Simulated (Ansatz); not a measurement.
# GaAs: a tetragonal deformation path

An exercise on one series of results from a longer session: the logs are not shown, and one member is left open.

Computed with Ansatz 0.2.0 (DFT PBE, scalar-relativistic, plane waves, PAW, unless a step's input says otherwise).

## The system as given

Symmetry: F-43m, No. 216, cubic system. Conventional cell: a = 5.654 Å, b = 5.654 Å, c = 5.654 Å, α = 90.00°, β = 90.00°, γ = 90.00°. Around Ga (site symmetry -43m) lie 4 As at 2.45 Å. As (site symmetry -43m) is surrounded by 4 Ga at 2.45 Å.

Structure file:

```cif
data_structure
_symmetry_space_group_name_H-M 'F-43m'
_symmetry_Int_Tables_number 216
_cell_length_a 5.6537
_cell_length_b 5.6537
_cell_length_c 5.6537
_cell_angle_alpha 90.000
_cell_angle_beta 90.000
_cell_angle_gamma 90.000
_cell_volume 180.72
loop_
_atom_site_label
_atom_site_type_symbol
_atom_site_symmetry_multiplicity
_atom_site_Wyckoff_symbol
_atom_site_fract_x
_atom_site_fract_y
_atom_site_fract_z
_atom_site_occupancy
Ga1 Ga 4 a 0.00000 0.00000 0.00000 1
As1 As 4 c 0.25000 0.25000 0.25000 1
```

The structure comes from the Crystallography Open Database.

The first run:

File input.yaml:

```yaml
crystal:
  lattice:
    - [0.0, 2.82685, 2.82685]
    - [2.82685, 0.0, 2.82685]
    - [2.82685, 2.82685, 0.0]
  atoms:
    - { symbol: Ga, position: [0.0, 0.0, 0.0] }
    - { symbol: As, position: [0.75, 0.75, 0.75] }
basis:
  ecutwfc: 420
kpoints:
  mp_grid: { grid: [6, 6, 6] }
hamiltonian:
  xc: pbe
scf:
  occupations: { method: gaussian, width: 0.1 }
output:
  forces: true
  stress: true
  eigenvalues: true
```

The run is started by

```console
$ ansatz run input.yaml --threads 1 --pin off --max-ram 2560MiB --backend cpu --events-out ev --progress --plain --runs-dir out
```

Among the steps run: Probe: one point at the start; The reference: the undisturbed cell on the scan's mesh; Point ρ = 0.707; At ρ = 1.414; ρ = 0.850; ρ = 1.200; At ρ = 0.780; At ρ = 1.300; At ρ = 0.920; ρ = 1.100; Point ρ = 0.650; ρ = 1.500; ρ = 0.960; ρ = 1.050.

One of the session's tables, all rows but one given; the rest of the session is left out.

Collected from the runs (energy zero: the undisturbed cell):

| ρ | ΔE (meV/atom) | pressure (GPa) | gap on the mesh (eV) |
| --- | --- | --- | --- |
| 0.650 | 256.9 | -0.7 | 0.00 |
| 0.707 | 193.1 | 0.7 | 0.00 |
| 0.780 | 117.8 | 2.1 | 0.00 |
| 0.850 | 57.9 | 2.9 | 0.12 |
| 0.920 | 17.2 | 3.1 | 0.19 |
| 0.960 | 4.4 | 3.2 | 0.36 |
| 1.000 | 0.0 | 3.3 | 0.52 |
| 1.050 | 7.1 | 3.2 | 0.40 |
| 1.100 | ? | ? | ? |
| 1.200 | 113.3 | 3.1 | 0.00 |
| 1.300 | 238.9 | 3.0 | 0.00 |
| 1.414 | 405.6 | 2.8 | 0.00 |
| 1.500 | 503.8 | 2.5 | 0.00 |

**Question.** Estimate the row for ρ = 1.100.

Worked estimate for «ΔE (meV/atom)». A straight line through the neighbours (1.050, 7.1) and (1.200, 113.3) gives 7.1 + (113.3 − 7.1) × (1.100 − 1.050) / (1.200 − 1.050) = 42.5; a parabola fitted to 4 rows on both sides gives 31.7.

**Answer.** ΔE (meV/atom): 28.4; pressure (GPa): 3.2; gap on the mesh (eV): 0.23. In «ΔE (meV/atom)» the line misses by +14.1 and the parabola by +3.3.

Where the gap reads zero, the mesh chosen for the insulator is on the coarse side.

Limits of these values: The settings of these runs were drawn from a wide range and may not be converged.
